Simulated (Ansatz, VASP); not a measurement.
# SiC: VASP beside Ansatz

```
CELL_PARAMETERS angstrom
0.00000 2.01821 2.01821
2.01821 0.00000 2.01821
2.01821 2.01821 0.00000
ATOMIC_POSITIONS crystal
Si 0.00000 0.00000 0.00000
C 0.50000 0.50000 0.50000
```

Alike in both runs: functional PBEsol; k mesh 20 × 20 × 20; occupations fermi-dirac, width 0.15 eV; no spin polarisation.

Ansatz relaxed the structure, and its values are those at the end. VASP's run is a single point on that final structure, the one shown.

```csv
,VASP,Ansatz
version,VASP 6.6.1,Ansatz 0.2.0
potentials or method,"VASP PAW PBE potentials, release 64 (Si, C)","scalar-relativistic, plane waves, PAW"
plane-wave cutoff (eV),520,420
valence electrons in the cell,8,8
```

|  | VASP | Ansatz | Ansatz less VASP |
| --- | --- | --- | --- |
| gap on the k mesh at the Fermi level (eV) | none | none | - |
| pressure (GPa) | 0.6 | 0.0 | -0.58 |

A gap of «none» marks a metal or a gap that the smearing closes.

Caveats: the PAW data sets were made with another functional, which shifts forces and pressure a little (VASP).
